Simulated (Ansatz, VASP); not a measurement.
## La2O3: VASP beside Ansatz

```xyz
5
Lattice="4.5800 0.0000 0.0000 0.0000 4.5800 0.0000 0.0000 0.0000 4.5800" Properties=species:S:1:pos:R:3 pbc="T T T"
La    0.0000    0.0000    0.0000
La    2.2900    2.2900    2.2900
O     0.0000    2.2900    2.2900
O     2.2900    0.0000    2.2900
O     2.2900    2.2900    0.0000
```

Alike in both runs: functional PBE; k mesh 4 × 4 × 4; occupations gaussian, width 0.1 eV; no spin polarisation.

Ansatz relaxed the structure, and its values are those at the end. VASP's run is a single point on that final structure, the one shown.

|  | VASP | Ansatz |
| --- | --- | --- |
| version | VASP 6.6.1 | Ansatz 0.2.0 |
| potentials or method | VASP PAW PBE potentials, release 64 (La, O) | scalar-relativistic, plane waves, PAW |
| plane-wave cutoff (eV) | 520 | 420 |
| valence electrons in the cell | 40 | 40 |

```tsv
	VASP	Ansatz	Ansatz less VASP
gap on the k mesh at the Fermi level (eV)	0.57	0.52	-0.048
least direct gap on the mesh (eV)	0.59	0.54	-0.048
pressure (GPa)	-0.3	0.0	+0.24
```

Caveats: spin-orbit coupling is left out, which moves the levels of the heavy elements. A k mesh can miss the band edges.
